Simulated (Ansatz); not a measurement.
Ti3SiC2: strain tensor (xx, yy, zz, yz, xz, xy) = (−0.31, −0.59, +1.36, +1.13, +0.24, +0.80) %

The parent structure is Ti₃SiC₂ (space group P6_3/mmc, No. 194; a = 3.073 Å, c = 17.723 Å). Axes: x lies along a and z along c of the hexagonal cell.

Now apply this change: the symmetric strain tensor [-0.0031 0.0079 0.0024; 0.0079 -0.0059 0.0112; 0.0024 0.0112 0.0136]; the atoms relax in the strained cell.

Calculations: PBE in Ansatz (plane waves to 420 eV, PAW, scalar-relativistic without spin-orbit coupling). Γ-centred 14×14×3 mesh, Fermi–Dirac width 0.05 eV.

```csv
quantity,base,changed,shift
volume per atom,12.08 Å³,12.13 Å³,+0.05 Å³
space group,P6_3/mmc (No. 194),P-1 (No. 2),–
shortest interatomic distance,2.092 Å,2.078 Å,-0.014 Å
energy relative to the base (free energy F),0 meV/atom,+6.4 meV/atom,+6.4 meV/atom
"pressure (mean of the normal stresses, compression positive)",0.0 GPa,-0.6 GPa,-0.6 GPa
band gap,zero,zero,–
largest internal atomic displacement,–,0.024 Å,–
"stress (xx, yy, zz, yz, xz, xy; compression positive) (rough)",–,"(0.4, 1.3, -3.6, -3.3, -0.7, -2.2) GPa",–
```

Without a gap, meshes like the base's 14×14×3 leave anisotropic stresses uncertain by several tenths of a GPa, and small strain energies with them. Whether these cells are dynamically stable was not tested. The final runs are not spin-polarised.

Ansatz is a program for electronic structure.
